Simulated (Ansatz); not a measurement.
# SiC: how the free axis answers a strain

SiC, F-43m, a = 4.380 Å. The compound has several low-lying forms, and this is one of them. Ansatz: PBE, PAW, 420 eV, Γ-centred 10×10×6 mesh on 4 atoms, Gaussian smearing 0.02 eV; no spin polarisation. Series: biaxial strain in the a-b plane, c and atoms relaxed; x is the strain in per cent. The axes a, b, c are those of the computed cell (3.097, 3.097, 4.380 Å), along [1 1 0], [-1 1 0], [0 0 1] of the cell named above. y is the change of c in per cent of 4.380 Å.

```tsv
x (%)	y (%)
-3.0	?
-2.0	1.30
-1.0	0.66
0.0	0.00
1.0	-0.67
2.0	-1.36
3.0	-2.06
```

**Question.** Fit y = c1 x + c2 x² to the other rows, say what c1 measures, and predict the missing y.

**Answer.** Least squares on the rows shown. y = −0.6649 x − 0.007280 x². With no stress along c, c1 = −2C12/C11 = -0.665. At x = -3.0 the fit asked for gives 1.93 %. The run gave 1.93 %, the same to the digits shown.